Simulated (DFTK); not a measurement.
# Rh (Fm-3m) in DFTK: a series of runs

The runs below take Rh through equation of state, single point, with LDA, PBEsol.

All numbers are computed with DFTK 0.8.2; they aren't measurements. Logs are shortened: lines on timing, memory, paths and dates and some standing lists are left out, and cuts for length are marked.

**Experimental background.**

From “Thermal equation of state of rhodium characterized by XRD in a resistively heated diamond anvil cell”, 2024, pmc:11535440, for a bulk crystal of Rh: bulk modulus 264 ± 1 GPa.

The runs below are set against these values where they give the same quantity.

## Step 1: Starting point

Symmetry: Fm-3m, No. 225, cubic system. The conventional cell has a = 3.796 Å, b = 3.796 Å, c = 3.796 Å, α = 90.00°, β = 90.00°, γ = 90.00°. Rh (site symmetry m-3m) has 12 Rh at 2.68 Å as nearest neighbours.

## Step 2: Equation of state, LDA

run.jl

```julia
using DFTK
using PseudoPotentialData
using Unitful, UnitfulAtomic
using LinearAlgebra, Printf
include("save.jl")
disable_threading()

# lattice vectors are the columns
lattice = austrip(1u"Å") * [           0.0        1.89785        1.89785;
                  1.89785            0.0        1.89785;
                  1.89785        1.89785            0.0]
symbols   = [:Rh]
positions = [[0.0, 0.0, 0.0]]
pseudopotentials = PseudoFamily("cp2k.nc.sr.lda.v0_1.largecore.gth")
elements = Dict(s => ElementPsp(s, pseudopotentials) for s in unique(symbols))
atoms    = [elements[s] for s in symbols]

build_model(lattice, positions; symmetries=true) =
    model_DFT(lattice, atoms, positions;
              functionals=LDA(),
              temperature=austrip(0.05u"eV"),
              smearing=Smearing.FermiDirac(),
              symmetries)
Ecut  = 61.0  # hartree
kgrid = [9, 9, 9]
tol   = 1e-6
to_GPa = ustrip(uconvert(u"GPa", 1u"hartree/bohr^3"))

results["points"] = []
for scale in [0.94, 0.96, 0.98, 1.0, 1.02, 1.04, 1.06]
    println("\n=== scale = ", scale)
    model = build_model(cbrt(scale) * lattice, positions)
    basis = PlaneWaveBasis(model; Ecut, kgrid)
    t0 = time()
    scfres = self_consistent_field(basis;
                                   tol,
                                   nbandsalg=AdaptiveBands(model; n_bands_converge=9))
    seconds = time() - t0
    @printf "SCF: %d iterations, %.1f s\n" scfres.n_iter seconds
    forces = compute_forces_cart(scfres)
    stress = compute_stresses_cart(scfres)
    @printf "V = %.5f Å^3  F = %.8f Ha  max force = %.5f eV/Å  p = %.4f GPa\n" ustrip(auconvert(u"Å^3", model.unit_cell_volume)) scfres.energies.total ustrip(auconvert(u"eV/Å", maximum(norm, forces))) (-tr(stress) / 3 * to_GPa)
    push!(results["points"], save_scf!(scfres; forces, stress, d=Dict{String,Any}("seconds" => seconds, "n_matvec" => get(scfres, :n_matvec, 0))))
end

# third-order Birch-Murnaghan fit in x = V^(-2/3)
V = [0.94, 0.96, 0.98, 1.0, 1.02, 1.04, 1.06] * abs(det(lattice))
E = [p["total"] for p in results["points"]]
x = V .^ (-2 / 3)
c = [x .^ 0 x x .^ 2 x .^ 3] \ E
Δ = c[3]^2 - 3c[2] * c[4]
if Δ > 0
    x0 = (-c[3] + sqrt(Δ)) / 3c[4]
    B0 = 4 / 9 * x0^(7 / 2) * (2c[3] + 6c[4] * x0)
    @printf "V0 = %.4f Å^3  B0 = %.2f GPa\n" ustrip(auconvert(u"Å^3", x0^(-3 / 2))) B0 * to_GPa
end
```

Potentials or basis: cp2k.nc.sr.lda.v0_1.largecore.gth (LDA, GTH, large core).

Launch:

```sh
$ julia --threads=1 run.jl  # save.jl only writes the numbers to a file and isn't shown; printed stress counts tension as positive; times include loading and compiling
```

The program printed:

```text
=== scale = 0.94
n     Energy            log10(ΔE)   log10(Δρ)   Diag   Δtime
---   ---------------   ---------   ---------   ----   ------
  1   -21.49399244569                   -0.02    4.8    2.86s
  2   -21.81218450634       -0.50       -0.29    2.1    2.32s
  3   -21.92463968786       -0.95       -0.72    3.2    1.60s
  4   -21.93372473537       -2.04       -1.16    2.1    2.10s
  5   -21.93479418611       -2.97       -1.91    1.8    1.83s
  6   -21.93480477741       -4.98       -2.57    1.0    916ms
  7   -21.93480841248       -5.44       -3.32    2.1    2.05s
  8   -21.93480846983       -7.24       -3.92    1.4    1.01s
  9   -21.93480847769       -8.10       -4.36    1.9    2.04s
 10   -21.93480847855       -9.07       -5.24    1.2    1.14s
[... 65 further cycles ...]
  3   -21.91071790344       -0.85       -0.60    3.1    2.50s
  4   -21.93329959544       -1.65       -1.08    2.2    1.46s
  5   -21.93426020529       -3.02       -1.61    1.2    1.79s
  6   -21.93449260165       -3.63       -2.42    1.1    1.03s
  7   -21.93449440827       -5.74       -2.72    1.7    1.90s
  8   -21.93449614103       -5.76       -3.54    2.0    1.34s
  9   -21.93449617729       -7.44       -4.36    1.5    2.01s
 10   -21.93449617805       -9.12       -5.23    2.1    1.44s
 11   -21.93449617806      -11.07       -5.53    2.0    2.27s
 12   -21.93449617807      -11.31       -6.10    1.2    1.08s
SCF: 12 iterations, 21.6 s
V = 14.49177 Å^3  F = -21.93449618 Ha  max force = 0.00000 eV/Å  p = -17.8937 GPa
V0 = 13.5840 Å^3  B0 = 301.41 GPa
```

Wall time 3.6 min (1 thread of Intel Xeon 6975P-C (Granite Rapids), shared host); peak memory 1.7 GiB.

What came out:

```yaml
Equilibrium_volume: 13.58 Å³/atom
Bulk_modulus: 301 GPa
Pressure_derivative_of_the_bulk_modulus: 5.1
```

Energy against volume, from the lowest point:
```tsv
volume (Å³/atom)	energy (meV/atom)
12.851	41.09
13.125	15.17
13.398	1.98
13.671	0.00
13.945	8.08
14.218	24.92
14.492	49.59
```

Caveat: GTH potentials come without recommended cutoffs, and this one wasn't checked for convergence; this set keeps more shells in the core, which shifts pressures and gaps. LDA usually gives volumes a few per cent too small.

## Step 3: Single point, LDA, 12.85 Å³/atom (volume scaled by 0.94)

run.jl is that of step 2.

Potentials or basis: cp2k.nc.sr.lda.v0_1.largecore.gth (LDA, GTH, large core).

Launch:

```sh
$ julia --threads=1 run.jl  # one pass of the loop, scale = 0.94; save.jl only writes the numbers to a file and isn't shown; printed stress counts tension as positive; times include loading and compiling
```

It took 23 s on 1 thread of Intel Xeon 6975P-C (Granite Rapids), shared host.

It converged, with:

```
Free energy            : -596.8765 eV
Pressure               : 17.8 GPa
Band gap on the k mesh : none (metal or under the smearing width)
```

Caveat: GTH potentials come without recommended cutoffs, and this one wasn't checked for convergence; this set keeps more shells in the core, which shifts pressures and gaps.

## Step 4: Single point, LDA, 13.12 Å³/atom (volume scaled by 0.96)

run.jl is that of step 3.

Launch:

```sh
$ julia --threads=1 run.jl  # one pass of the loop, scale = 0.96; save.jl only writes the numbers to a file and isn't shown; printed stress counts tension as positive; times include loading and compiling
```

Wall time 21 s (1 thread of Intel Xeon 6975P-C (Granite Rapids), shared host).

It converged, with:

```
Free energy            : -596.9025 eV
Pressure               : 9.9 GPa
Band gap on the k mesh : none (metal or under the smearing width)
```

Caveat: GTH potentials come without recommended cutoffs, and this one wasn't checked for convergence; this set keeps more shells in the core, which shifts pressures and gaps.

## Step 5: Single point, LDA, 13.40 Å³/atom (volume scaled by 0.98)

run.jl is that of step 4.

Launch:

```sh
$ julia --threads=1 run.jl  # one pass of the loop, scale = 0.98; save.jl only writes the numbers to a file and isn't shown; printed stress counts tension as positive; times include loading and compiling
```

It took 21 s on 1 thread of Intel Xeon 6975P-C (Granite Rapids), shared host.

It converged, with:

| Property | Result |
| --- | --- |
| Free energy | -596.9157 eV |
| Pressure | 2.9 GPa |
| Band gap on the k mesh | none (metal or under the smearing width) |

Caveat: GTH potentials come without recommended cutoffs, and this one wasn't checked for convergence; this set keeps more shells in the core, which shifts pressures and gaps.

## Step 6: Single point, LDA, 13.67 Å³/atom

run.jl is that of step 5.

Potentials or basis: cp2k.nc.sr.lda.v0_1.largecore.gth (LDA, GTH, large core).

Launch:

```sh
$ julia --threads=1 run.jl  # one pass of the loop, scale = 1.0; save.jl only writes the numbers to a file and isn't shown; printed stress counts tension as positive; times include loading and compiling
```

It took 21 s on 1 thread of Intel Xeon 6975P-C (Granite Rapids), shared host.

The run converged. Its results:

* Free energy: -596.9176 eV
* Pressure: -3.3 GPa
* Band gap on the k mesh: none (metal or under the smearing width)

Caveat: GTH potentials come without recommended cutoffs, and this one wasn't checked for convergence; this set keeps more shells in the core, which shifts pressures and gaps.

## Step 7: Single point, LDA, 13.94 Å³/atom (volume scaled by 1.02)

run.jl is that of step 6.

Launch:

```sh
$ julia --threads=1 run.jl  # one pass of the loop, scale = 1.02; save.jl only writes the numbers to a file and isn't shown; printed stress counts tension as positive; times include loading and compiling
```

Run time: 22 s. Hardware: 1 thread of Intel Xeon 6975P-C (Granite Rapids), shared host.

Results (log left out):

* Free energy: -596.9096 eV
* Pressure: -8.8 GPa
* Band gap on the k mesh: none (metal or under the smearing width)

Caveat: GTH potentials come without recommended cutoffs, and this one wasn't checked for convergence; this set keeps more shells in the core, which shifts pressures and gaps.

## Step 8: Single point, LDA, 14.22 Å³/atom (volume scaled by 1.04)

run.jl is that of step 7.

Launch:

```sh
$ julia --threads=1 run.jl  # one pass of the loop, scale = 1.04; save.jl only writes the numbers to a file and isn't shown; printed stress counts tension as positive; times include loading and compiling
```

Run time: 23 s. Hardware: 1 thread of Intel Xeon 6975P-C (Granite Rapids), shared host.

The run converged. Its results:

```
Free energy            : -596.8927 eV
Pressure               : -13.6 GPa
Band gap on the k mesh : none (metal or under the smearing width)
```

Caveat: GTH potentials come without recommended cutoffs, and this one wasn't checked for convergence; this set keeps more shells in the core, which shifts pressures and gaps.

## Step 9: Single point, LDA, 14.49 Å³/atom (volume scaled by 1.06)

run.jl is that of step 8.

Potentials or basis: cp2k.nc.sr.lda.v0_1.largecore.gth (LDA, GTH, large core).

Launch:

```sh
$ julia --threads=1 run.jl  # one pass of the loop, scale = 1.06; save.jl only writes the numbers to a file and isn't shown; printed stress counts tension as positive; times include loading and compiling
```

Run time: 22 s. Hardware: 1 thread of Intel Xeon 6975P-C (Granite Rapids), shared host.

The run converged. Its results:

```
Free energy            : -596.8680 eV
Pressure               : -17.9 GPa
Band gap on the k mesh : none (metal or under the smearing width)
```

Caveat: GTH potentials come without recommended cutoffs, and this one wasn't checked for convergence; this set keeps more shells in the core, which shifts pressures and gaps.

## Step 10: Equation of state, PBEsol

Edit run.jl of step 9 so:

```diff
@@ -7,10 +7,13 @@
 
-# lattice vectors are the columns
-lattice = austrip(1u"Å") * [           0.0        1.89785        1.89785;
-                  1.89785            0.0        1.89785;
-                  1.89785        1.89785            0.0]
-symbols   = [:Rh]
-positions = [[0.0, 0.0, 0.0]]
-pseudopotentials = PseudoFamily("cp2k.nc.sr.lda.v0_1.largecore.gth")
-elements = Dict(s => ElementPsp(s, pseudopotentials) for s in unique(symbols))
+lines = readlines("Rh.cif")
+tag(name) = parse(Float64, split(only(filter(startswith(name), lines)))[2])
+a, b, c = tag.(["_cell_length_a", "_cell_length_b", "_cell_length_c"])
+α, β, γ = deg2rad.(tag.(["_cell_angle_alpha", "_cell_angle_beta", "_cell_angle_gamma"]))
+cx, cy  = cos(β), (cos(α) - cos(β) * cos(γ)) / sin(γ)
+lattice = austrip(1u"Å") * [a b*cos(γ) c*cx; 0 b*sin(γ) c*cy; 0 0 c*sqrt(1 - cx^2 - cy^2)]
+sites     = split.(lines[findlast(startswith("_atom_site_"), lines)+1:end])
+symbols   = [Symbol(s[2]) for s in sites]
+positions = [parse.(Float64, s[5:7]) for s in sites]
+pseudopotentials = Dict(:Rh => "Rh.upf")
+elements = Dict(s => ElementPsp(s, pseudopotentials; rcut=10.0) for s in unique(symbols))
 atoms    = [elements[s] for s in symbols]
@@ -19,3 +22,3 @@
     model_DFT(lattice, atoms, positions;
-              functionals=LDA(),
+              functionals=PBEsol(),
               temperature=austrip(0.05u"eV"),
@@ -23,4 +26,4 @@
               symmetries)
-Ecut  = 61.0  # hartree
-kgrid = [9, 9, 9]
+Ecut  = 45.0  # hartree
+kgrid = [10, 10, 10]
 tol   = 1e-6
@@ -36,3 +39,3 @@
                                    tol,
-                                   nbandsalg=AdaptiveBands(model; n_bands_converge=9))
+                                   nbandsalg=AdaptiveBands(model; n_bands_converge=13))
     seconds = time() - t0
```

Rh.cif

```cif
data_Rh
_cell_length_a 2.68396521
_cell_length_b 2.68396521
_cell_length_c 2.68396521
_cell_angle_alpha 60.00000000
_cell_angle_beta 60.00000000
_cell_angle_gamma 60.00000000
_space_group_name_H-M_alt 'P1'
_space_group_name_Hall 'P 1'
_space_group_IT_number 1
loop_
_space_group_symop_operation_xyz
'x,y,z'
loop_
_atom_site_label
_atom_site_type_symbol
_atom_site_symmetry_multiplicity
_atom_site_Wyckoff_symbol
_atom_site_fract_x
_atom_site_fract_y
_atom_site_fract_z
_atom_site_occupancy
Rh1 Rh 1 a 0.0000000000 0.0000000000 0.0000000000 1
```

Potentials or basis: SPMS 1.0 (PBE).

Launch:

```sh
$ julia --threads=1 run.jl  # save.jl only writes the numbers to a file and isn't shown; printed stress counts tension as positive; times include loading and compiling
```

It took 6 min on 1 thread of Intel Xeon 6975P-C (Granite Rapids), shared host; peak memory 1.5 GiB.

Results (log left out):

| Item | Value |
| --- | --- |
| Equilibrium volume | 13.53 Å³/atom |
| Bulk modulus | 297 GPa |
| Pressure derivative of the bulk modulus | 5.1 |

Energy against volume, from the lowest point:
```tsv
volume (Å³/atom)	energy (meV/atom)
12.851	33.53
13.125	10.61
13.398	0.00
13.671	0.26
13.945	10.15
14.218	28.53
14.492	54.40
```

Caveat: the potentials were made for another functional, which shifts forces and pressure.

## Step 11: The reference run

An earlier run on the cell as given: functional PBEsol; potentials or basis dojo.nc.sr.pbesol.v0_4_1.standard.upf (PBEsol); cutoff 1197 eV; k mesh 12 × 12 × 12; occupations fermi-dirac, width 0.05 eV; no spin polarisation.

- Pressure: -3.4 GPa
- Band gap on the k mesh: none (metal or under the smearing width)

## Step 12: The runs side by side

| task | level | potentials or basis | k mesh | cutoff (eV) | valence electrons | V0 of scaled cells (Å³/atom) | B0 (GPa) |
| --- | --- | --- | --- | --- | --- | --- | --- |
| equation of state | LDA | cp2k.nc.sr.lda.v0_1.largecore.gth (LDA, GTH, large core) | 9 × 9 × 9 | 1660 | Rh 9 | 13.58 | 301 |
| equation of state | PBEsol | SPMS 1.0 (PBE) | 10 × 10 × 10 | 1225 | Rh 17 | 13.53 | 297 |
| single point | PBEsol | dojo.nc.sr.pbesol.v0_4_1.standard.upf (PBEsol) | 12 × 12 × 12 | 1197 | Rh 17 | - | - |

Alike in all rows: no spin polarisation; cell as given; smearing fermi-dirac 0.05 eV.

Caveats: GTH potentials come without recommended cutoffs, and this one wasn't checked for convergence (some runs); this set keeps more shells in the core, which shifts pressures and gaps (some runs); the potentials were made for another functional, which shifts forces and pressure (some runs).

Absolute energies hang on the potentials; compare differences alone.

## Step 13: Comparison with measurements

Step 2. Measured bulk modulus of Rh: 264 GPa (quoted in “Thermal equation of state of rhodium characterized by XRD in a resistively heated diamond anvil cell”, 2024, pmc:11535440). This calculation gives 301 GPa (+14.2 %). The fit is for a static lattice scaled at fixed shape and fixed fractional positions.

Step 10. Against the measured bulk modulus of Rh, 264 GPa (quoted in “Thermal equation of state of rhodium characterized by XRD in a resistively heated diamond anvil cell”, 2024, pmc:11535440), the calculated 297 GPa is off by +12.6 %. The fit is for a static lattice scaled at fixed shape and fixed fractional positions.
